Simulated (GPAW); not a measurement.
BP:

```
P B
1.0
     0.00000    2.26900    2.26900
     2.26900    0.00000    2.26900
     2.26900    2.26900    0.00000
P B
1 1
Direct
  0.75000 0.75000 0.75000
  0.00000 0.00000 0.00000
```

| Quantity | Value |
| --- | --- |
| Program | GPAW 26.7.0 |
| Task | relaxation of cell and atoms |
| Functional | BLYP |
| Potentials or basis | PAW data sets generated in the run's folder for this functional |
| Cutoff | 800 eV |
| Basis | pw |
| k mesh | 10 × 10 × 10 |
| Occupations | fermi-dirac, width 0.05 eV |
| Spin | no spin polarisation |

At the start: pressure 6.2 GPa; volume 11.68 Å³/atom.

Question: How do energy, volume and symmetry change on relaxing?

Answer: Over 12 steps the energy falls by 9.1 meV/atom and the volume is 12.15 Å³/atom (+4.0 %); space group F-43m (No. 216, to 0.05 Å).

The path:
| step | energy change (eV) | largest force (eV/Å) | pressure (GPa) | volume (Å³) |
| --- | --- | --- | --- | --- |
| 1 | 0.0000 | 0.0000 | 6.21 | 23.36 |
| 2 | -0.0057 | 0.0000 | 5.05 | 23.52 |
| 3 | -0.0135 | 0.0000 | 3.02 | 23.81 |
| 4 | -0.0180 | 0.0000 | 0.57 | 24.19 |
| 5 | -0.0167 | 0.0000 | -1.83 | 24.59 |
| 6 | -0.0168 | 0.0000 | -1.75 | 24.58 |
| 7 | -0.0171 | 0.0000 | -1.60 | 24.55 |
| 8 | -0.0174 | 0.0000 | -1.39 | 24.52 |
| 9 | -0.0177 | 0.0000 | -1.12 | 24.47 |
| 10 | -0.0180 | 0.0000 | -0.80 | 24.42 |
| 11 | -0.0182 | 0.0000 | -0.44 | 24.36 |
| 12 | -0.0182 | 0.0000 | -0.06 | 24.29 |

Final structure:
```xyz
2
Lattice="0.0000 2.2987 2.2987 2.2987 0.0000 2.2987 2.2987 2.2987 0.0000" Properties=species:S:1:pos:R:3 pbc="T T T"
P     3.4481    3.4481    3.4481
B     0.0000    0.0000    0.0000
```

Caveat: later steps reuse the first step's grids.
